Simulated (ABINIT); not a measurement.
A run of ABINIT 10.8.3 (patched build) is set up as follows.

The input run.abi:

```
# Datasets: ground state, then fixed potential
ndtset 2

# Pseudopotentials
pp_dirpath "./"
pseudos "Rh.GGA_PBE-JTH.xml"

# Structure
acell 3*1.0 Angstrom
rprim
     0.0000000000     1.8978500000     1.8978500000
     1.8978500000     0.0000000000     1.8978500000
     1.8978500000     1.8978500000     0.0000000000
ntypat 1
znucl 45
natom 1
typat 1
xred
     0.0000000000     0.0000000000     0.0000000000

# Plane-wave basis
ecut 20.0
pawecutdg 40.0

# Exchange and correlation
ixc -116133

# Bands and occupations
occopt 3
tsmear 0.00183747

# SCF cycle
nstep 100

# Output
iomode 3
prtwf 0
prteig 0
prtebands 0
enunit 1
prtden1 1
prtvha1 1
prtvclmb1 1
prtpot1 1

# Dataset 1
kptopt1 1
ngkpt1 12 12 12
nshiftk1 1
shiftk1 0.0 0.0 0.0
nband1 13
tolvrs1 1.0e-9

# Dataset 2: bands along G-X-W-K-G-L-U-W-L-K
iscf2 -2
getden2 1
nband2 17
nbdbuf2 2
tolwfr2 1.0e-12
kptopt2 -9
ndivsm2 8
prteig2 1
prtvol2 -3
kptbounds2
     0.0000000000     0.0000000000     0.0000000000
     0.5000000000     0.0000000000     0.5000000000
     0.5000000000     0.2500000000     0.7500000000
     0.3750000000     0.3750000000     0.7500000000
     0.0000000000     0.0000000000     0.0000000000
     0.5000000000     0.5000000000     0.5000000000
     0.6250000000     0.2500000000     0.6250000000
     0.5000000000     0.2500000000     0.7500000000
     0.5000000000     0.5000000000     0.5000000000
     0.3750000000     0.3750000000     0.7500000000
```

Potentials or basis: JTH PAW PBE v2.0.

Command:

```bash
$ abinit run.abi > log 2>&1
```

Q: Estimate the band gap on the k mesh.

A: None (metal or under the smearing width).

Q: Estimate the pressure.

A: -3.3 GPa.

Levels at the corners of the path, in eV from the Fermi level:
| point | band 6 | band 7 | band 8 | band 9 | band 10 | band 11 |
| --- | --- | --- | --- | --- | --- | --- |
| Γ | -3.15 | -3.15 | -3.15 | -1.02 | -1.02 | 15.85 |
| X | -6.05 | 0.54 | 0.98 | 0.98 | 3.15 | 12.25 |
| W | -3.89 | -3.89 | -1.24 | 0.99 | 9.57 | 9.57 |
| K | -4.86 | -2.13 | -0.72 | 0.36 | 7.83 | 8.53 |
| Γ | -3.15 | -3.15 | -3.15 | -1.02 | -1.02 | 15.85 |
| L | -3.22 | -3.22 | 0.56 | 0.56 | 0.61 | 8.62 |
| U | -4.86 | -2.13 | -0.72 | 0.36 | 7.83 | 8.53 |
| W | -3.89 | -3.89 | -1.24 | 0.99 | 9.57 | 9.57 |
| L | -3.22 | -3.22 | 0.56 | 0.56 | 0.61 | 8.62 |
| K | -4.86 | -2.13 | -0.72 | 0.36 | 7.83 | 8.53 |

Caveat: the PAW data sets were made with another functional, which shifts forces and pressure a little.
